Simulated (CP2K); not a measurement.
## NaF (Villiaumite) in CP2K: the effect of functional

Crystal: NaF (Villiaumite).

```
CELL_PARAMETERS angstrom
3.28098 0.00000 0.00000
1.64049 2.84141 0.00000
1.64049 0.94714 2.67891
ATOMIC_POSITIONS crystal
Na 0.00000 0.00000 0.00000
F 0.50000 0.50000 0.50000
```

Alike in all runs:

* Program: CP2K 2026.2
* Task: single point
* Potentials or basis: POTENTIAL_UZH Na GTH-PBE-q9, F GTH-PBE-q7; TZVP-MOLOPT-PBE-GTH basis
* Density cutoff: 19048 eV
* k mesh: 10 × 10 × 10
* Occupations: fermi-dirac, width 0.05 eV
* Spin: no spin polarisation

| functional | gap on the mesh (eV) | pressure (GPa) |
| --- | --- | --- |
| LDA | 5.81 | -3.4 |
| PBEsol | 6.11 | 0.5 |
| PW91 | ? | ? |
| BEEF-vdW | 6.69 | 3.9 |
| vdW-DF-cx | 6.48 | 2.2 |
| TASK | 10.00 | 12.5 |

What does the run with functional PW91 give?

gap on the mesh 6.32 eV; pressure 2.4 GPa.

Caveats: the potentials were made for another functional, which shifts forces and pressure; the basis of atomic orbitals isn't converged, which shifts pressures, moduli and gaps; the real-space grid breaks the cell's symmetry a little (some runs).

A k mesh can miss the band edges.

Runs at the PBE level aren't shown here.
